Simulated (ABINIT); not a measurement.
# TiTe2 (P-3m1) in ABINIT: a series of runs

The runs below take TiTe2 through single point, with PBE.

All numbers are computed with ABINIT 10.8.3 (patched build); they aren't measurements. Logs are shortened: lines on timing, memory, paths and dates and some standing lists are left out, and cuts for length are marked. The log counts tension as positive stress, the text compression.

### Step 1. The crystal as given

It takes space group P-3m1 (No. 164, trigonal). The conventional cell has a = 3.777 Å, b = 3.777 Å, c = 6.498 Å, α = 90.00°, β = 90.00°, γ = 120.00°. Te (site symmetry 3m) has 3 Ti at 2.77 Å as nearest neighbours. Around Ti (site symmetry -3m) lie 6 Te at 2.77 Å.

### Step 2. Single point, PBE

Input file run.abi:

```
# Pseudopotentials
pp_dirpath "./"
pseudos "Te.upf, Ti.upf"

# Structure
acell 3*1.0
rprim
     7.1374955727     0.0000000000     0.0000000000
    -3.5687477864     6.1812524854     0.0000000000
     0.0000000000     0.0000000000    12.2794403578
ntypat 2
znucl 52 22
natom 3
typat 1 1 2
xcart
    -0.0000000004     4.1208349905     9.0524034318
     3.5687477867     2.0604174949     3.2270369260
     0.0000000000     0.0000000000     0.0000000000

# Plane-wave basis
ecut 35.0

# k points
kptopt 1
ngkpt 6 6 3
nshiftk 1
shiftk 0.0 0.0 0.0

# Exchange and correlation
ixc 11

# Bands and occupations
nband 27
occopt 3
tsmear 0.05 eV

# SCF cycle
nstep 100
tolvrs 1.0e-10

# Output
iomode 3
prtwf 0
prtden 0
prteig 0
prtebands 0
enunit 2
prtvol 2
```

Potentials or basis: PseudoDojo NC SR PBE v0.4.1 standard.

Command:

```
> abinit run.abi > log 2>&1
```

run.abo:

```text
.Version 10.8.3 of ABINIT
 Symmetries : space group P-3 m 1 (#164); Bravais hP (primitive hexag.)
================================================================================
 Values of the parameters that define the memory need of the present run
     intxc =       0    ionmov =       0      iscf =       7    lmnmax =       6
     lnmax =       6     mgfft =      72  mpssoang =       3    mqgrid =    3271
     natom =       3  nloc_mem =       1    nspden =       1   nspinor =       1
    nsppol =       1      nsym =      12    n1xccc =    2501    ntypat =       2
    occopt =       3   xclevel =       2
       mpw =        5400          nfft =      115200          nkpt =          17
================================================================================
================================================================================

--------------------------------------------------------------------------------
------------- Echo of variables that govern the present computation ------------
--------------------------------------------------------------------------------
 -outvars: echo values of preprocessed input variables --------
            acell      1.0000000000E+00  1.0000000000E+00  1.0000000000E+00 Bohr
              amu      1.27600000E+02  4.78800000E+01
             ecut      3.50000000E+01 Hartree
           enunit           2
              ixc          11
         kptrlatt        6    0    0      0    6    0      0    0    3
          kptrlen      3.68383211E+01
            natom           3
            nband          27
            ngfft          40      40      72
             nkpt          17
            nstep         100
             nsym          12
           ntypat           2
           occopt           3
           prtden           0
        prtebands           0
           prteig           0
           prtvol           2
            prtwf           0
            rprim      7.1374955727E+00  0.0000000000E+00  0.0000000000E+00
                      -3.5687477864E+00  6.1812524854E+00  0.0000000000E+00
                       0.0000000000E+00  0.0000000000E+00  1.2279440358E+01
          spgroup         164
           tolvrs      1.00000000E-10
           tsmear      1.83746611E-03 Hartree
            typat      1  1  2
           xangst     -1.7639233366E-11  2.1806519653E+00  4.7903255968E+00
                       1.8884999987E+00  1.0903259826E+00  1.7076743988E+00
                       0.0000000000E+00  0.0000000000E+00  0.0000000000E+00
            xcart     -3.3333320132E-11  4.1208349903E+00  9.0524034318E+00
                       3.5687477863E+00  2.0604174951E+00  3.2270369260E+00
                       0.0000000000E+00  0.0000000000E+00  0.0000000000E+00
             xred      3.3333333333E-01  6.6666666667E-01  7.3720000000E-01
                       6.6666666667E-01  3.3333333333E-01  2.6280000000E-01
                       0.0000000000E+00  0.0000000000E+00  0.0000000000E+00
            znucl       52.00000   22.00000

================================================================================

 chkinp: Checking input parameters for consistency.

================================================================================
== DATASET  1 ==================================================================

--- !DatasetInfo
iteration_state: {dtset: 1, }
dimensions: {natom: 3, nkpt: 17, mband: 27, nsppol: 1, nspinor: 1, nspden: 1, mpw: 5400, }
cutoff_energies: {ecut:  35.0, pawecutdg:  -1.0, }
electrons: {nelect:   4.40000000E+01, charge:   0.00000000E+00, occopt:   3.00000000E+00, tsmear:   1.83746611E-03, }
meta: {optdriver: 0, ionmov: 0, optcell: 0, iscf: 7, paral_kgb: 0, }
...

 Exchange-correlation functional for the present dataset will be:
  GGA: Perdew-Burke-Ernzerhof functional - ixc=11
  J.P.Perdew, K.Burke, M.Ernzerhof, PRL 77, 3865 (1996)

 Real(R)+Recip(G) space primitive vectors, cartesian coordinates (Bohr,Bohr^-1):
 R(1)=  7.1374956  0.0000000  0.0000000  G(1)=  0.1401052  0.0808898  0.0000000
 R(2)= -3.5687478  6.1812525  0.0000000  G(2)=  0.0000000  0.1617795  0.0000000
 R(3)=  0.0000000  0.0000000 12.2794404  G(3)=  0.0000000  0.0000000  0.0814369
 Unit cell volume ucvol=  5.4175248E+02 bohr^3
 Angles (23,13,12)=  9.00000000E+01  9.00000000E+01  1.20000000E+02 degrees

 getcut: wavevector=  0.0000  0.0000  0.0000  ngfft=  40  40  72
         ecut(hartree)=     35.000   => boxcut(ratio)=   2.10434

--- Pseudopotential description ------------------------------------------------
- pspini: atom type   1  psp file is ./Te.upf
12 -101130 2 -1 1294                          pspcod,pspxc,lmax,lloc,mmax
     nproj     2     2     2
[... 162 lines left out ...]
  1.03E-18 1.38E-18 1.38E-18 1.45E-18 1.47E-18 1.46E-17 1.25E-17 1.25E-17
  4.05E-17 4.05E-17 1.65E-17 2.04E-17 5.26E-17 5.26E-17 3.57E-14 2.56E-14
  3.19E-14 5.54E-12 1.90E-11
 reduced coordinates (array xred) for    3 atoms
       0.333333333333      0.666666666667      0.737200000002
       0.666666666667      0.333333333333      0.262799999998
       0.000000000000      0.000000000000      0.000000000000
 rms dE/dt=  4.3463E-03; max dE/dt=  9.2200E-03; dE/dt below (all hartree)
    1      -0.000000000000      0.000000000000     -0.009219980726
    2       0.000000000000      0.000000000000      0.009219980726
    3       0.000000000000      0.000000000000      0.000000000000

 cartesian coordinates (angstrom) at end:
    1     -0.00000000001764     2.18065196526143     4.79032559675886
    2      1.88849999870695     1.09032598263071     1.70767439882316
    3      0.00000000000000     0.00000000000000     0.00000000000000

 cartesian forces (hartree/bohr) at end:
    1      0.00000000000000     0.00000000000000     0.00075084698140
    2     -0.00000000000000    -0.00000000000000    -0.00075084698140
    3      0.00000000000000     0.00000000000000    -0.00000000000000
 frms,max,avg= 3.5395266E-04 7.5084698E-04   0.000E+00  0.000E+00  0.000E+00 h/b

 cartesian forces (eV/Angstrom) at end:
    1      0.00000000000000     0.00000000000000     0.03861010416790
    2     -0.00000000000000    -0.00000000000000    -0.03861010416790
    3      0.00000000000000     0.00000000000000    -0.00000000000000
 frms,max,avg= 1.8200978E-02 3.8610104E-02   0.000E+00  0.000E+00  0.000E+00 e/A
 length scales=  1.000000000000  1.000000000000  1.000000000000 bohr
              =  0.529177210544  0.529177210544  0.529177210544 angstroms
 Fermi (or HOMO) energy (hartree) =   0.22393   Average Vxc (hartree)=  -0.38131
 Eigenvalues (hartree) for nkpt=  17  k points:
 kpt#   1, nband= 27, wtk=  0.00926, kpt=  0.0000  0.0000  0.0000 (reduced coord)
  -1.88817   -1.12020   -1.12020   -1.12006   -1.12006   -1.11952   -1.11952   -1.11946
  -1.11946   -1.11938   -1.11930   -1.01531   -1.01531   -1.01477   -0.23271   -0.17753
   0.03149    0.16241    0.16241    0.23713    0.23914    0.23914    0.24426    0.26263
   0.26263    0.33625    0.33625
      occupation numbers for kpt#   1
   2.00000    2.00000    2.00000    2.00000    2.00000    2.00000    2.00000    2.00000
   2.00000    2.00000    2.00000    2.00000    2.00000    2.00000    2.00000    2.00000
   2.00000    2.00000    2.00000    0.00151    0.00051    0.00051    0.00003    0.00000
   0.00000    0.00000    0.00000
 kpt#   2, nband= 27, wtk=  0.05556, kpt=  0.1667  0.0000  0.0000 (reduced coord)
  -1.88815   -1.12021   -1.12019   -1.12009   -1.11999   -1.11955   -1.11951   -1.11947
  -1.11942   -1.11933   -1.11926   -1.01575   -1.01539   -1.01460   -0.22166   -0.17204
   0.04514    0.13709    0.16358    0.17836    0.21411    0.22781    0.23477    0.26303
   0.27141    0.32472    0.33572
      occupation numbers for kpt#   2
   2.00000    2.00000    2.00000    2.00000    2.00000    2.00000    2.00000    2.00000
[... 138 lines left out ...]
      occupation numbers for kpt#  16
   2.00000    2.00000    2.00000    2.00000    2.00000    2.00000    2.00000    2.00000
   2.00000    2.00000    2.00000    2.00000    2.00000    2.00000    2.00000    2.00000
   2.00000    2.00000    2.00000    2.00000    2.00000    2.00000    0.00000    0.00000
   0.00000    0.00000    0.00000
 kpt#  17, nband= 27, wtk=  0.03704, kpt=  0.3333  0.3333  0.3333 (reduced coord)
  -1.88806   -1.12029   -1.12006   -1.12006   -1.11989   -1.11949   -1.11949   -1.11948
  -1.11941   -1.11913   -1.11913   -1.01648   -1.01648   -1.01400   -0.15770   -0.15770
   0.07742    0.07742    0.07986    0.11603    0.15579    0.15579    0.26049    0.26413
   0.26413    0.32476    0.32476
      occupation numbers for kpt#  17
   2.00000    2.00000    2.00000    2.00000    2.00000    2.00000    2.00000    2.00000
   2.00000    2.00000    2.00000    2.00000    2.00000    2.00000    2.00000    2.00000
   2.00000    2.00000    2.00000    2.00000    2.00000    2.00000    0.00000    0.00000
   0.00000    0.00000    0.00000
 Fermi (or HOMO) energy (eV) =   6.09337   Average Vxc (eV)= -10.37597
 Eigenvalues (   eV  ) for nkpt=  17  k points:
 kpt#   1, nband= 27, wtk=  0.00926, kpt=  0.0000  0.0000  0.0000 (reduced coord)
 -51.37974  -30.48218  -30.48218  -30.47852  -30.47852  -30.46363  -30.46363  -30.46208
 -30.46208  -30.45982  -30.45776  -27.62794  -27.62794  -27.61343   -6.33248   -4.83091
   0.85694    4.41941    4.41941    6.45275    6.50742    6.50742    6.64669    7.14652
   7.14652    9.14987    9.14987
 kpt#   2, nband= 27, wtk=  0.05556, kpt=  0.1667  0.0000  0.0000 (reduced coord)
 -51.37913  -30.48251  -30.48180  -30.47921  -30.47637  -30.46460  -30.46344  -30.46222
 -30.46104  -30.45847  -30.45666  -27.63992  -27.63021  -27.60870   -6.03164   -4.68153
   1.22826    3.73035    4.45123    4.85330    5.82613    6.19901    6.38832    7.15744
   7.38542    8.83605    9.13537
 kpt#   3, nband= 27, wtk=  0.05556, kpt=  0.3333  0.0000  0.0000 (reduced coord)
 -51.37776  -30.48432  -30.48169  -30.47898  -30.47247  -30.46577  -30.46350  -30.46155
 -30.45918  -30.45588  -30.45399  -27.66378  -27.63472  -27.59915   -5.25391   -4.38438
   2.11872    2.26909    2.98015    4.42442    4.79631    5.15481    6.20740    7.29048
   7.45505    8.97474    9.34264
 kpt#   4, nband= 27, wtk=  0.02778, kpt=  0.5000  0.0000  0.0000 (reduced coord)
 -51.37707  -30.48549  -30.48189  -30.47849  -30.47079  -30.46609  -30.46468  -30.46016
[... 53 lines left out ...]
 kpt#  15, nband= 27, wtk=  0.11111, kpt=  0.3333  0.1667  0.3333 (reduced coord)
 -51.37711  -30.48510  -30.47926  -30.47638  -30.47540  -30.46479  -30.46436  -30.46108
 -30.45980  -30.45394  -30.45294  -27.66901  -27.64351  -27.59451   -4.64430   -4.32131
   1.50921    1.96698    3.41254    3.77381    4.18663    4.79121    6.54511    7.35265
   7.48457    8.31248    9.01723
 kpt#  16, nband= 27, wtk=  0.11111, kpt=  0.5000  0.1667  0.3333 (reduced coord)
 -51.37711  -30.48567  -30.47994  -30.47614  -30.47445  -30.46541  -30.46360  -30.46092
 -30.46006  -30.45390  -30.45294  -27.66901  -27.64352  -27.59451   -4.56265   -4.41623
   1.61644    1.96897    3.52591    3.74290    4.15703    4.42342    6.79752    7.14474
   7.45547    8.36801    9.46945
 kpt#  17, nband= 27, wtk=  0.03704, kpt=  0.3333  0.3333  0.3333 (reduced coord)
 -51.37679  -30.48459  -30.47851  -30.47851  -30.47372  -30.46298  -30.46298  -30.46256
 -30.46073  -30.45320  -30.45320  -27.65971  -27.65971  -27.59229   -4.29130   -4.29130
   2.10662    2.10662    2.17297    3.15727    4.23921    4.23921    7.08826    7.18730
   7.18730    8.83728    8.83728
 Total charge density [el/Bohr^3]
)     Maximum=    1.5868E+00  at reduced coord.    0.4250    0.7750    0.7222
)Next maximum=    1.5868E+00  at reduced coord.    0.3500    0.7750    0.7222
)     Minimum=    2.3602E-03  at reduced coord.    0.0000    0.0000    0.5000
)Next minimum=    2.3902E-03  at reduced coord.    0.0250    0.0000    0.5000
   Integrated=    4.4000E+01

--- !EnergyTerms
iteration_state     : {dtset: 1, }
comment             : Components of total free energy in Hartree
kinetic             :  1.37412032211048E+02
hartree             :  6.75758745247461E+01
xc                  : -5.80156212744889E+01
Ewald energy        : -1.59232670159984E+02
psp_core            :  7.15801350044327E+00
local_psp           : -2.05682804675748E+02
non_local_psp       : -5.83629176628561E+01
internal            : -2.69148093536840E+02
'-kT*entropy'       : -4.15266525628868E-04
total_energy        : -2.69148508803365E+02
total_energy_eV     : -7.32390403057819E+03
band_energy         : -3.13770151435843E+01
...

 Cartesian components of stress tensor (hartree/bohr^3)
  sigma(1 1)= -1.84442309E-05  sigma(3 2)=  0.00000000E+00
  sigma(2 2)= -1.84442311E-05  sigma(3 1)=  0.00000000E+00
  sigma(3 3)= -1.43748033E-05  sigma(2 1)=  1.06728511E-13

-Cartesian components of stress tensor (GPa)         [Pressure=  5.0274E-01 GPa]
- sigma(1 1)= -5.42648009E-01  sigma(3 2)=  0.00000000E+00
- sigma(2 2)= -5.42648015E-01  sigma(3 1)=  0.00000000E+00
- sigma(3 3)= -4.22921314E-01  sigma(2 1)=  3.14006120E-09

== END DATASET(S) ==============================================================
================================================================================

 -outvars: echo values of variables after computation  --------
            acell      1.0000000000E+00  1.0000000000E+00  1.0000000000E+00 Bohr
           etotal     -2.6914850880E+02
            fcart      1.0060093472E-28  1.7424593022E-28  7.5084698140E-04
                      -1.2575116840E-28 -3.0493037789E-28 -7.5084698140E-04
                       2.5150233680E-29  1.3068444767E-28 -0.0000000000E+00
            rprim      7.1374955727E+00  0.0000000000E+00  0.0000000000E+00
                      -3.5687477864E+00  6.1812524854E+00  0.0000000000E+00
                       0.0000000000E+00  0.0000000000E+00  1.2279440358E+01
           strten     -1.8444230946E-05 -1.8444231129E-05 -1.4374803298E-05
                       0.0000000000E+00  0.0000000000E+00  1.0672851097E-13
           xangst     -1.7639233366E-11  2.1806519653E+00  4.7903255968E+00
                       1.8884999987E+00  1.0903259826E+00  1.7076743988E+00
                       0.0000000000E+00  0.0000000000E+00  0.0000000000E+00
             xred      3.3333333333E-01  6.6666666667E-01  7.3720000000E-01
                       6.6666666667E-01  3.3333333333E-01  2.6280000000E-01
                       0.0000000000E+00  0.0000000000E+00  0.0000000000E+00
 Calculation completed.
```

Wall time 1.7 min (1 thread of Arm Neoverse V2, shared host); peak memory 0.12 GiB.

Results:

```yaml
Free_energy: -7323.9040 eV
Largest_force: 0.039 eV/Å
Band_gap_on_the_k_mesh: none (metal or under the smearing width)
Valence_electrons_inside_the_program's_atomic_spheres: Te 11.96; Ti 9.48
```

Forces in eV/Å, atoms in the order of the input:
```
Te   0.000  0.000  0.039
Te   0.000  0.000 -0.039
Ti   0.000  0.000  0.000
```

Caveat: the cutoff is too short for stress, so the log's stress isn't used; this functional lacks dispersion, which binds the layers, so the pressure and a relaxed spacing across them are unreliable.

(Continued in part 2 of 2.)
